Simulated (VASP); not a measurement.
Set up this calculation in VASP 6.6.1, as the native input.

```
Task                   : single point
Functional             : PBE
Potentials or basis    : VASP PAW PBE potentials, release 64 (Cd, S)
Cutoff                 : 520 eV
k mesh                 : 12 × 12 × 12
Occupations            : gaussian, width 0.02 eV
Spin                   : no spin polarisation
Dipole correction      : no
Further INCAR settings : ALGO = Normal; EDIFF = 1e-06; NBANDS = 16
```

The structure of CdS (Hawleyite) lies in POSCAR:

```
CdS
1.0
    0.0000000000      2.9453781157      2.9453781157
    2.9453781157      0.0000000000      2.9453781157
    2.9453781157      2.9453781157      0.0000000000
Cd S
1 1
Direct
    0.0000000000      0.0000000000      0.0000000000
    0.7500000000      0.7500000000      0.7500000000
```

The input as run:

INCAR

```
PREC = Accurate ; ENCUT = 520
EDIFF = 1E-6 ; ISMEAR = 0
SIGMA = 0.02 ; LREAL = False
LASPH = True ; NELM = 100
ALGO = Normal ; ISIF = 2
LWAVE = False ; LCHARG = False
GGA = PE ; NBANDS = 16
```

KPOINTS

```
regular mesh
0
Gamma
  12 12 12
```

Potentials or basis: VASP PAW PBE potentials, release 64 (Cd, S).

Run with:

```console
$ cat potpaw_PBE.64/Cd/POTCAR potpaw_PBE.64/S/POTCAR > POTCAR
$ mpirun -np 1 vasp_std > vasp.out
```

It gave:

```json
{"Pressure": "1.3 GPa", "Band gap on the k mesh": "1.08 eV, direct"}
```

It took 18 s on 1 thread of Intel(R) Xeon(R) 6975P-C (Granite Rapids) (shared host), peak memory 0.21 GiB.
